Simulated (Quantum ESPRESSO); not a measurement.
# BAs (F-43m) in Quantum ESPRESSO: a series of runs, part 2 of 2

Quantum ESPRESSO 7.5. Earlier steps stand in the parts before.

**3. Dielectric tensor, AM05**

Input file pw.in:

```
&CONTROL
  calculation = 'scf'
  prefix = 'pwscf'
  outdir = './tmp'
  pseudo_dir = './pseudo'
  tprnfor = .true.
  tstress = .true.
  disk_io = 'low'
/
&SYSTEM
  ibrav = 0
  nat = 2
  ntyp = 2
  ecutwfc = 45
  ecutrho = 360
  nbnd = 9
  input_dft = 'XC-000I-000I-120L-135L-000I-000I'
  occupations = 'smearing'
  smearing = 'fd'
  degauss = 0.00367493
/
&ELECTRONS
  conv_thr = 4d-10
  electron_maxstep = 120
  mixing_beta = 0.5
/
ATOMIC_SPECIES
As    74.9216 as_pbe_v1.uspp.F.UPF
B     10.8100 b_pbe_v1.4.uspp.F.UPF
CELL_PARAMETERS angstrom
   0.0000000000    2.3885000000    2.3885000000
   2.3885000000    0.0000000000    2.3885000000
   2.3885000000    2.3885000000    0.0000000000
ATOMIC_POSITIONS angstrom
As     3.5827500000    3.5827500000    3.5827500000
B      0.0000000000    0.0000000000    0.0000000000
K_POINTS automatic
8 8 8 1 1 1
```

Input file scf2.in:

```
&CONTROL
  calculation = 'scf'
  prefix = 'pwscf'
  outdir = './tmp'
  pseudo_dir = './pseudo'
  tprnfor = .true.
  tstress = .true.
  disk_io = 'low'
/
&SYSTEM
  ibrav = 0
  nat = 2
  ntyp = 2
  ecutwfc = 45
  ecutrho = 360
  nbnd = 9
  input_dft = 'XC-000I-000I-120L-135L-000I-000I'
  occupations = 'fixed'
/
&ELECTRONS
  conv_thr = 1d-13
  electron_maxstep = 120
  mixing_beta = 0.5
  startingpot = 'file'
  startingwfc = 'file'
/
ATOMIC_SPECIES
As    74.9216 as_pbe_v1.uspp.F.UPF
B     10.8100 b_pbe_v1.4.uspp.F.UPF
CELL_PARAMETERS angstrom
   0.0000000000    2.3885000000    2.3885000000
   2.3885000000    0.0000000000    2.3885000000
   2.3885000000    2.3885000000    0.0000000000
ATOMIC_POSITIONS angstrom
As     3.5827500000    3.5827500000    3.5827500000
B      0.0000000000    0.0000000000    0.0000000000
K_POINTS automatic
8 8 8 1 1 1
```

Input file ph.in:

```
dielectric of BAs
&INPUTPH
  prefix = 'pwscf'
  outdir = './tmp'
  tr2_ph = 1d-18
  fildyn = 'dyn'
  niter_ph = 90
  alpha_mix(1) = 0.7
  epsil = .true.
  trans = .false.
  zeu = .true.
/
0.0000000000 0.0000000000 0.0000000000
```

Potentials or basis: GBRV 1.5 PBE.

Run with:

```bash
> OMP_NUM_THREADS=1 pw.x -in pw.in > pw.out
> OMP_NUM_THREADS=1 pw.x -in scf2.in > scf2.out
> OMP_NUM_THREADS=1 ph.x -in ph.in > ph.out
```

pw.out:

```text
This program is part of the open-source Quantum ESPRESSO suite
     for quantum simulation of materials; please cite
         "P. Giannozzi et al., J. Phys.:Condens. Matter 21 395502 (2009);
         "P. Giannozzi et al., J. Phys.:Condens. Matter 29 465901 (2017);
         "P. Giannozzi et al., J. Chem. Phys. 152 154105 (2020);
     in publications or presentations arising from this work. More details at

     IMPORTANT: XC functional enforced from input :
     Exchange-correlation= XC-000I-000I-120L-135L-000I-000I
                           (   0   0 120 135   0   0   0)
     Any further DFT definition will be discarded
     Please, verify this is what you really want

     Message from routine setup:
     using ibrav=0 with symmetry is DISCOURAGED, use correct ibrav instead

     G-vector sticks info
     --------------------
     sticks:   dense  smooth     PW     G-vecs:    dense   smooth      PW
     Sum        1015     511    163                21187     7583    1411

     Using Slab Decomposition

     bravais-lattice index     =            0
     lattice parameter (alat)  =       6.3832  a.u.
     unit-cell volume          =     183.9087 (a.u.)^3
     number of atoms/cell      =            2
     number of atomic types    =            2
     number of electrons       =         8.00
     number of Kohn-Sham states=            9
     kinetic-energy cutoff     =      45.0000  Ry
     charge density cutoff     =     360.0000  Ry
     scf convergence threshold =      4.0E-10
     mixing beta               =       0.5000
     number of iterations used =            8  plain     mixing
     Exchange-correlation= XC-000I-000I-120L-135L-000I-000I
                           (   0   0 120 135   0   0   0)

     celldm(1)=   6.383210  celldm(2)=   0.000000  celldm(3)=   0.000000
     celldm(4)=   0.000000  celldm(5)=   0.000000  celldm(6)=   0.000000

     crystal axes: (cart. coord. in units of alat)
               a(1) = (   0.000000   0.707107   0.707107 )
               a(2) = (   0.707107   0.000000   0.707107 )
               a(3) = (   0.707107   0.707107   0.000000 )

     reciprocal axes: (cart. coord. in units 2 pi/alat)
               b(1) = ( -0.707107  0.707107  0.707107 )
               b(2) = (  0.707107 -0.707107  0.707107 )
               b(3) = (  0.707107  0.707107 -0.707107 )

     PseudoPot. # 1 for As read from file:
     as_pbe_v1.uspp.F.UPF
     Pseudo is Ultrasoft + core correction, Zval =  5.0
     Generated by new atomic code, or converted to UPF format
     Using radial grid of  875 points,  6 beta functions with:
                l(1) =   0
                l(2) =   0
                l(3) =   1
                l(4) =   1
                l(5) =   2
                l(6) =   2
     Q(r) pseudized with  8 coefficients,  rinner =    1.300   1.300   1.300
                                                       1.300   1.300

     PseudoPot. # 2 for B  read from file:
     b_pbe_v1.4.uspp.F.UPF
     Pseudo is Ultrasoft + core correction, Zval =  3.0
     Generated by new atomic code, or converted to UPF format
     Using radial grid of  781 points,  4 beta functions with:
                l(1) =   0
                l(2) =   0
                l(3) =   1
                l(4) =   1
     Q(r) pseudized with  8 coefficients,  rinner =    1.100   1.100   1.100

     atomic species   valence    mass     pseudopotential
     As                5.00    74.92160     As( 1.00)
     B                 3.00    10.81000     B ( 1.00)

     24 Sym. Ops. (no inversion) found

   Cartesian axes

     site n.     atom                  positions (alat units)
         1        As     tau(   1) = (   1.0606602   1.0606602   1.0606602  )
         2        B      tau(   2) = (   0.0000000   0.0000000   0.0000000  )

     number of k points=    60  Fermi-Dirac smearing, width (Ry)=  0.0037
                       cart. coord. in units 2pi/alat
        k(    1) = (   0.0441942   0.0441942   0.0441942), wk =   0.0078125
        k(    2) = (   0.1325825   0.1325825  -0.0441942), wk =   0.0234375
        k(    3) = (   0.2209709   0.2209709  -0.1325825), wk =   0.0234375
        k(    4) = (   0.3093592   0.3093592  -0.2209709), wk =   0.0234375
        k(    5) = (  -0.3093592  -0.3093592   0.3977476), wk =   0.0234375
        k(    6) = (  -0.2209709  -0.2209709   0.3093592), wk =   0.0234375
[... 52 lines left out ...]
        k(   59) = (   0.3093592   0.3093592   0.3093592), wk =   0.0078125
        k(   60) = (  -0.3093592  -0.3093592   0.9280777), wk =   0.0234375

     Dense  grid:    21187 G-vectors     FFT dimensions: (  40,  40,  40)

     Smooth grid:     7583 G-vectors     FFT dimensions: (  27,  27,  27)

     WARNING: libxc functional with ID  120 depends
      on external parameters: check the user_guide of
      QE if you need to modify them or to check their
      default values.

     WARNING: libxc functional with ID  135 depends
      on external parameters: check the user_guide of
      QE if you need to modify them or to check their
      default values.

     Initial potential from superposition of free atoms

     starting charge       7.9995, renormalised to       8.0000
     Starting wfcs are    8 randomized atomic wfcs +    1 random wfcs

     Self-consistent Calculation

     iteration #  1     ecut=    45.00 Ry     beta= 0.50
     Davidson diagonalization with overlap
     ethr =  1.00E-02,  avg # of iterations =  4.8

     total energy              =     -46.07010093 Ry
     estimated scf accuracy    <       0.13537308 Ry

     iteration #  2     ecut=    45.00 Ry     beta= 0.50
     Davidson diagonalization with overlap
     ethr =  1.69E-03,  avg # of iterations =  1.1

     total energy              =     -46.09400369 Ry
     estimated scf accuracy    <       0.00921457 Ry

     iteration #  3     ecut=    45.00 Ry     beta= 0.50
     Davidson diagonalization with overlap
     ethr =  1.15E-04,  avg # of iterations =  2.8
[... 22 lines left out ...]
     total energy              =     -46.09493534 Ry
     estimated scf accuracy    <       0.00000028 Ry

     iteration #  7     ecut=    45.00 Ry     beta= 0.50
     Davidson diagonalization with overlap
     ethr =  3.51E-09,  avg # of iterations =  3.4

     total energy              =     -46.09493546 Ry
     estimated scf accuracy    <       0.00000002 Ry

     iteration #  8     ecut=    45.00 Ry     beta= 0.50
     Davidson diagonalization with overlap
     ethr =  2.41E-10,  avg # of iterations =  4.0

     End of self-consistent calculation

          k = 0.0442 0.0442 0.0442 (   941 PWs)   bands (ev):

    -6.7799   7.9655   8.4786   8.4786  11.9896  12.0341  12.0341  13.6788
    18.4150

          k = 0.1326 0.1326-0.0442 (   925 PWs)   bands (ev):

    -6.4396   6.0885   7.3303   8.2760  12.1625  12.3571  12.9643  15.0342
    19.5617

          k = 0.2210 0.2210-0.1326 (   938 PWs)   bands (ev):

    -5.6202   3.1848   6.6478   7.5658  11.8983  13.1277  13.6350  16.5630
    19.2756

          k = 0.3094 0.3094-0.2210 (   936 PWs)   bands (ev):

    -4.4907   0.7454   6.3356   6.9575  11.6524  13.4333  13.4986  17.5314
    20.5825
[... 103 lines left out ...]
    -3.3829   0.3608   3.7242   5.7086  11.8182  14.3656  16.0111  17.5596
    19.1044

          k = 0.2210-0.3094 0.3977 (   935 PWs)   bands (ev):

    -4.0532   0.2731   5.7433   6.5218  11.9862  13.1751  14.1464  17.6255
    20.4905

          k =-0.6629 0.0442 0.0442 (   950 PWs)   bands (ev):

    -2.7704   0.2352   4.2723   4.5671   9.9716  10.4430  19.7267  19.7275
    21.3890

          k =-0.5745 0.1326-0.0442 (   939 PWs)   bands (ev):

    -3.3848   1.0945   3.9667   4.6492  10.5725  11.7888  17.6410  18.8980
    21.0312

          k =-0.4861 0.2210-0.1326 (   937 PWs)   bands (ev):

    -3.8777   1.0950   4.2581   5.4900  11.4667  14.4593  15.2121  16.6718
    20.5271

          k =-0.4861 0.0442 0.0442 (   941 PWs)   bands (ev):

    -4.3310   2.3554   4.8715   5.0897  10.0107  11.7066  17.7150  17.8374
    20.4890

          k =-0.3977 0.1326-0.0442 (   939 PWs)   bands (ev):

    -4.9653   3.1106   5.0348   5.8745  11.0294  13.3002  15.3704  16.4605
    19.9476

          k =-0.3094 0.0442 0.0442 (   940 PWs)   bands (ev):

    -5.7669   4.8646   6.2580   6.3025  10.6547  13.7173  15.1728  15.2764
    18.7435

          k = 0.1326 0.1326 0.1326 (   920 PWs)   bands (ev):

    -6.2723   5.1203   7.7988   7.7988  11.8315  12.9059  12.9059  15.6452
    19.7386

          k = 0.2210 0.2210 0.0442 (   934 PWs)   bands (ev):

    -5.7764   4.1205   5.7692   7.7986  12.4659  13.0181  13.8124  15.7589
    18.6235
[... 118 lines left out ...]
    -3.2447   0.4186   3.4470   5.5797  11.1106  15.3522  16.2200  16.6168
    19.8590

          k = 0.3094 0.3094 0.3094 (   936 PWs)   bands (ev):

    -4.2061   0.1401   6.8253   6.8253  11.2951  13.3742  13.3742  17.5026
    21.0378

          k =-0.3094-0.3094 0.9281 (   940 PWs)   bands (ev):

    -3.7986   0.0030   5.3765   6.4540  11.9012  13.5622  14.1190  17.8937
    20.7052

     the Fermi energy is     9.1774 ev

!    total energy              =     -46.09493548 Ry
     estimated scf accuracy    <          8.4E-11 Ry
     smearing contrib. (-TS)   =      -0.00000000 Ry
     internal energy E=F+TS    =     -46.09493548 Ry

     The total energy is F=E-TS. E is the sum of the following terms:
     one-electron contribution =       6.63339476 Ry
     hartree contribution      =       1.23342271 Ry
     xc contribution           =     -34.02833427 Ry
     ewald contribution        =     -19.93341868 Ry

     convergence has been achieved in   8 iterations

     Forces acting on atoms (cartesian axes, Ry/au):

     atom    1 type  1   force =     0.00000000    0.00000000    0.00000000
     atom    2 type  2   force =    -0.00000000    0.00000000    0.00000000

     Total force =     0.000000     Total SCF correction =     0.000000

     Computing stress (Cartesian axis) and pressure

          total   stress  (Ry/bohr**3)                   (kbar)     P=        0.46
   0.00000315  -0.00000000  -0.00000000            0.46       -0.00       -0.00
  -0.00000000   0.00000315  -0.00000000           -0.00        0.46       -0.00
  -0.00000000  -0.00000000   0.00000315           -0.00       -0.00        0.46

=------------------------------------------------------------------------------=
   JOB DONE.
=------------------------------------------------------------------------------=
```

It took 2.7 min on 1 thread of Intel Xeon at 2.50GHz (Skylake/Cascade Lake), shared host; peak memory 0.12 GiB.

What came out:

```yaml
Free_energy: -627.1535 eV
Pressure: 0.0 GPa
Electronic_dielectric_tensor_diagonal: 9.84
Born_charges_mean_of_the_diagonal: As +0.50; B -0.50 e
```

Electronic dielectric tensor:
```
9.84 0.00 0.00
0.00 9.84 0.00
0.00 0.00 9.84
```

Born effective charge tensors (e):
atom 1, As
```
0.50 0.00 0.00
0.00 0.50 0.00
0.00 0.00 0.50
```
atom 2, B
```
-0.50  0.00  0.00
 0.00 -0.50  0.00
 0.00  0.00 -0.50
```

Caveat: the potentials were made for another functional, which shifts forces and pressure.
